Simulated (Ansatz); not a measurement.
# Fe: the cost of one run

Program: Ansatz 0.2.0. Level of theory: DFT r²SCAN, scalar-relativistic, plane waves, PAW (the target; the first runs use scalar-relativistic PBE). These are calculated values, not measurements.

This is Fe in the hcp structure; at room conditions it is bcc.

1 further run of the same task is left out (it didn't finish).

## Step 1: The structure to begin with

It takes space group P6_3/mmc (No. 194, hexagonal). Conventional cell: a = 2.557 Å, b = 2.557 Å, c = 4.176 Å, α = 90.00°, β = 90.00°, γ = 120.00°. Fe (site symmetry -6m2) is surrounded by 12 Fe at 2.56 Å.

Coordinates:

```xyz
2
Lattice="2.5567 0.0000 0.0000 -1.2784 2.2142 0.0000 0.0000 0.0000 4.1760" Properties=species:S:1:pos:R:3 pbc="T T T"
Fe    0.0000    1.4761    3.1320
Fe    1.2784    0.7381    1.0440
```

Starting moments: Fe 2.50 μB.

## Step 2: Full relaxation (PBE, 8×8×6 mesh)

Contents of input.yaml:

```yaml
crystal:
  lattice:
    - [2.5567053001, 0.0, 0.0]
    - [-1.27835265, 2.2141717398, 0.0]
    - [0.0, 0.0, 4.1759519901]
  atoms:
    - { symbol: Fe, position: [0.3333333333, 0.6666666667, 0.75], spin: 2.5 }
    - { symbol: Fe, position: [0.6666666667, 0.3333333333, 0.25], spin: 2.5 }
basis:
  ecutwfc: 420
  ecutrho_ratio: 4
kpoints:
  mp_grid: { grid: [8, 8, 6] }
hamiltonian:
  xc: pbe
scf:
  occupations: { method: gaussian, width: 0.05 }
output:
  forces: true
  stress: true
  eigenvalues: true
  populations: true
magnetization:
  spin_polarized: true
relax:
  f_tol: 0.03
  max_steps: 60
  cell: { stress_tol: 0.3 }
```

What time and memory should one allow on 2 threads of an x86-64 CPU, shared host?

About 6.4 s, with a peak of 0.38 GiB.
